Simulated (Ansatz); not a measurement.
WS2 (Tungstenite): relaxation of cell and atoms with PBE

Crystal: WS2 (Tungstenite).

```
CELL_PARAMETERS angstrom
3.18000 0.00000 0.00000
-1.59000 2.75396 0.00000
0.00000 0.00000 12.50000
ATOMIC_POSITIONS crystal
W 0.66667 0.33333 0.75000
W 0.33333 0.66667 0.25000
S 0.66667 0.33333 0.37500
S 0.33333 0.66667 0.87500
S 0.66667 0.33333 0.12500
S 0.33333 0.66667 0.62500
```

```
Program               : Ansatz 0.2.0
Task                  : relaxation of cell and atoms
Functional            : PBE
Potentials or basis   : Ansatz PAW
Cutoff                : 420 eV (not typed: the program's choice for these potentials)
k mesh                : 10 × 10 × 3
Occupations           : fermi-dirac, width 0.05 eV
Spin                  : no spin polarisation
Target pressure       : 20 GPa
Target pressure (GPa) : 20
```

| Item | Value |
| --- | --- |
| Relaxed volume | 15.07 Å³/atom |
| Relaxed cell | a = 3.055 Å, b = 3.055 Å, c = 11.188 Å, α = 90.00°, β = 90.00°, γ = 120.00° |
| Space group after relaxing (to 0.05 Å) | P6_3/mmc (No. 194) |
| Energy change on relaxing (the enthalpy is what falls) | +173.4 meV/atom |
| Ionic steps | 7 |
| Pressure after relaxing | 20.0 GPa |
| Band gap on the k mesh | 0.36 eV, indirect (least direct gap 1.87 eV) |

Step by step:
```tsv
step	energy change (eV)	largest force (eV/Å)	volume (Å³)
1	0.0000	0.1291	109.47
2	0.7875	0.5144	94.60
3	1.0025	0.1321	90.81
4	1.0868	0.0272	90.05
5	1.0497	0.0164	90.34
6	1.0379	0.0001	90.43
7	1.0407	0.0005	90.43
```

Final structure:
```xyz
6
Lattice="3.0551 0.0000 0.0000 -1.5275 2.6458 0.0000 0.0000 0.0000 11.1877" Properties=species:S:1:pos:R:3 pbc="T T T"
W     1.5275    0.8819    8.3908
W     0.0000    1.7638    2.7969
S     1.5275    0.8819    4.3812
S     0.0000    1.7638    9.9750
S     1.5275    0.8819    1.2127
S     0.0000    1.7638    6.8065
```

Levels at points of the mesh, in eV from the valence-band top:
| k point | band 24 | band 25 | band 26 | band 27 | band 28 | band 29 |
| --- | --- | --- | --- | --- | --- | --- |
| (0.00, 0.00, 0.00) | -2.06 | -0.92 | 0.00 | 1.87 | 1.87 | 2.12 |
| (0.00, -0.50, 0.00) | -2.40 | -1.94 | -1.76 | 2.20 | 2.38 | 2.49 |

It took 34 s on 2 threads of Arm Neoverse V1, on a shared host, peak memory 0.42 GiB.

Caveat: the volume moved by over 15 % at a fixed basis, so the end points are rough; odd divisions of the mesh miss points on the zone boundary, where band edges often lie, so the gap on the mesh can be too wide; the plane-wave basis is chosen anew once the cell has moved, so the energies of steps on either side of that aren't comparable; spin-orbit coupling is left out, which moves the levels of the heavy elements; this functional lacks dispersion, which binds the layers, so the pressure and a relaxed spacing across them are unreliable. As with any semilocal functional, this PBE gap is likely too small.
